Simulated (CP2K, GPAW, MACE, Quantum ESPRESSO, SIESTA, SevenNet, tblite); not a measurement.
# Forces in random fluorite-type (Ti, Sn, Zr)O2 solid solution (96 atoms), program by program

One geometry of random fluorite-type (Ti, Sn, Zr)O2 solid solution (96 atoms) is solved by several programs and methods. How far do their forces lie from a plane-wave PBE run?

Results are calculated, not measured.

## 1. The cell

The cell holds 96 atoms (12 Zr, 64 O, 12 Ti and 8 Sn), with edges of 9.97, 9.97 and 9.97 Å. Recipe: fluorite-type lattice (a = 4.983 Å, the mean of the end members), 2 x 2 x 2 cells, metal sites filled at random with 12 Ti, 8 Sn, 12 Zr; every coordinate displaced by a Gaussian of 0.05 Å. Then every atom was moved at random, 0.03 Å r.m.s. a Cartesian component. The density is 6.11 g/cm³.

## 2. The reference input

Quantum ESPRESSO 7.5: Kohn-Sham DFT, PBE, SSSP efficiency 1.3.0 pseudopotentials, plane waves. Its input, pw.in:

```
&control
  calculation = 'scf'
  pseudo_dir = './pseudo'
  outdir = './tmp'
  disk_io = 'none'
  tprnfor = .true.
  tstress = .true.
/
&system
  ibrav = 0
  nat = 96
  ntyp = 4
  ecutwfc = 60
  ecutrho = 480
  nosym = .true.
  occupations = 'smearing'
  smearing = 'fd'
  degauss = 0.003675
/
&electrons
  conv_thr = 4.8e-07
  electron_maxstep = 100
  mixing_beta = 0.4
  mixing_mode = 'plain'
  diagonalization = 'david'
/
ATOMIC_SPECIES
Zr 91.224 Zr.upf
O 15.999 O.upf
Ti 47.867 Ti.upf
Sn 118.710 Sn.upf
CELL_PARAMETERS angstrom
9.96600 0.00000 0.00000
0.00000 9.96600 0.00000
0.00000 0.00000 9.96600
ATOMIC_POSITIONS crystal
Zr 0.99658 0.00603 0.00546
O 0.12437 0.12138 0.11745
O 0.36329 0.37845 0.36763
Ti 0.00131 0.24951 0.24908
[... 90 atom lines left out ...]
O 0.88033 0.87479 0.62041
O 0.62237 0.62099 0.88826
K_POINTS gamma
```

```console
$ OMP_NUM_THREADS=1 pw.x -in pw.in > output.txt
```

It took 26 min on 1 thread of Arm Neoverse V1, shared host; peak memory 3 GiB.

It converged with an r.m.s. force component of 1.1 eV/Å and a pressure of 9.9 GPa.

Its highest filled and lowest empty levels lie 0.92 eV apart on its k-points.

## 3. The other programs

- CP2K 2026.2: Gaussian basis with GTH pseudopotentials and a plane-wave density; labels give functional, basis (MOLOPT sets; SR short-range, UZH the newer set with its own potentials), grid cutoff/relative cutoff and solver (OT: orbital transformation; TRS4, TC2, SIGN: linear-scaling purification with its sparsity filter), or its built-in tight binding.
- GPAW 26.7.0: PAW with atomic orbitals (LCAO), plane waves or a real-space grid of spacing h.
- MACE: machine-learned potential, published weights.
- Quantum ESPRESSO 7.5: plane waves; labels (QE) give functional, pseudopotential set and cutoffs of waves/density.
- SIESTA 5.4.2: numerical atomic orbitals, whose automatically made sets are far from complete, with PseudoDojo norm-conserving potentials that we converted to its format (checked against plane waves on the same files for H, C, O, Si, Ge and Ca alone); labels give functional, basis size, energy shift and mesh cutoff.
- SevenNet: machine-learned potential, published weights.
- tblite 0.8.0: extended tight binding, driven from Python.

All use the same cell and atoms, and the electronic-structure runs the same k-mesh.

## 4. Side by side

Differences are against the reference: forces as r.m.s. over components, share as that over the reference's r.m.s. force, slope as the fitted ratio of a run's forces to the reference's.

```csv
run,"Δ force, r.m.s. (meV/Å)",share (%),slope,Δ pressure (GPa),Δ gap (eV),cores,CPU time,memory (GiB)
reference,-,-,-,-,-,1,26 min,3.0
"CP2K PBE, DZVP-MOLOPT-SR, 800/50 Ry, diagonalisation",77.9,7.06,1.021,2.30,-0.0298,4,15 min,8.3
"GPAW PBE, LCAO dzp, h 0.18 Å",98.4,8.92,1.058,-,-0.0632,2,20 min,2.8
"GPAW PBE, LCAO dzp, h 0.18 Å, other mixer settings",97.9,8.87,1.057,-,-0.0628,2,23 min,2.8
"GPAW PBE, LCAO sz(dzp), h 0.18 Å (coarse)",207,18.8,1.142,-,-0.290,1,4.7 min,1.7
"GPAW PBE, grid h 0.24 Å (coarse)",234,21.2,1.024,-,-0.0083,2,17 min,1.6
MACE MP-0b3 medium potential,215,19.5,1.016,1.57,-,1,9.9 s,1.3
MACE MPA-0 medium potential,219,19.8,1.084,2.88,-,1,9.2 s,1.3
"QE PBE, sssp-1.3.0-efficiency, 30/240 Ry (coarse)",37.8,3.42,0.987,-44.8,0.0054,2,12 min,1.1
"SIESTA PBE, DZ, shift 0.01 Ry, mesh 500 Ry (coarse)",217,19.7,1.147,-2.10,-0.134,2,6.7 min,1.7
"SIESTA PBE, DZP, shift 0.01 Ry, mesh 150 Ry (coarse)",141,12.8,1.095,3.17,-0.105,2,4.2 min,1.0
"SIESTA PBE, DZP, shift 0.01 Ry, mesh 500 Ry",141,12.8,1.095,3.24,-0.105,4,15 min,3.1
"SIESTA PBE, SZP, shift 0.01 Ry, mesh 500 Ry (coarse)",165,15.0,1.107,6.93,-0.239,2,12 min,2.3
SevenNet l3i5 potential,202,18.3,1.009,2.96,-,1,12 s,1.8
tblite GFN1-xTB,530,48.0,0.696,-16.6,-,1,9 s,0.13
```

Rows marked coarse were listed beforehand as settings not expected to be converged; some can still land near the reference.

Times of the machine-learned potentials are mostly Python's start and the loading of weights.

Runs without a result: CP2K PBE, DZVP-MOLOPT-SR, 800/50 Ry, TC2 filter 1e-03, SCF 1e-04 (cut off at its time limit).

CPU time is summed over cores on shared hosts, so it is rough.

## 5. Findings

Forces lie from 3.4 % (QE PBE, sssp-1.3.0-efficiency, 30/240 Ry, coarse) to 48 % (tblite GFN1-xTB) of the reference's r.m.s. force of 1.1 eV/Å away from it. The PBE runs in local orbitals, coarse settings apart, differ by 7.1 % (CP2K PBE, DZVP-MOLOPT-SR, 800/50 Ry, diagonalisation) to 13 % (SIESTA PBE, DZP, shift 0.01 Ry, mesh 500 Ry); basis, grid and potentials can all enter. Tight binding differs by 48 % (tblite GFN1-xTB); it is another model, with fitted parameters of its own, and the xTB methods hold dispersion. Machine-learned potentials differ by 18 % (SevenNet l3i5 potential) to 20 % (MACE MPA-0 medium potential); they were trained on other programs' data.

Runs with settings chosen to be coarse differ by 3.4 % (QE PBE, sssp-1.3.0-efficiency, 30/240 Ry) to 21 % (GPAW PBE, grid h 0.24 Å), their programs' other errors included. SIESTA PBE, DZ, shift 0.01 Ry, mesh 500 Ry stiffens the forces by a factor of 1.15 while following their directions (correlation 0.993); the slopes of the 4 SIESTA runs lie between 1.09 and 1.15. From SIESTA PBE, DZP, shift 0.01 Ry, mesh 150 Ry to the finer SIESTA PBE, DZP, shift 0.01 Ry, mesh 500 Ry the share goes from 12.8 to 12.8 %, so the grid isn't what parts these runs from the reference. Pressures at PBE, coarse settings apart, lie +2.30 to +3.24 GPa from the reference's. Gaps at PBE, coarse settings apart, lie -0.11 to -0.03 eV from the reference's, on k-points that hold the band edges only if these fold onto them. A pressure off by over 25 GPa (QE PBE, sssp-1.3.0-efficiency, 30/240 Ry) is no usable stress for this cell.

**Limits.** Periodic xTB results under one method name differ between programs and library versions. The potentials hold different valence shells: 784 electrons in the reference, 704 in CP2K with DZVP-MOLOPT-SR; this bears on time and differences. The reference's pressure holds the uncorrected Pulay stress of its 60 Ry basis, so small pressure differences may be the reference's own error. Machine-learned potentials mimic data converged in k, so the reference's own k-point error enters their differences. The host structure and its lattice constant were typed by rule, without a check against the phase diagram. The runs have no spin polarisation, so moments on Ti can't form, and no Hubbard term. The electronic-structure runs sample only Γ, in a cell whose shortest periodic width is 10 Å. The reference's pressure of 9.9 GPa reflects the volume that the recipe set, positions that aren't this level's minimum and the coarse k-sampling. CP2K warns in some runs that its smearing reaches the highest orbitals computed, so too few empty orbitals were added. Spin–orbit coupling is left out. Where levels are smeared, the DFT runs use Fermi–Dirac occupations at 580 K (0.05 eV), and energies are free energies. The atoms were displaced at random, and shares hang on the size of the forces that this gives. The reference's cutoffs and mesh weren't converged further here.

[Logs are printed without paths, hosts, clocks, repeated set-up lines and the standing remarks that a program may print on its own settings, such as how far it seeks lower states.]

[Hosts, paths, dates, database ids (printed as entryN), source tags and the programs' standing remarks are cut or masked in the printed files.]

[Cells were taken only where this reference lay near another plane-wave run.]
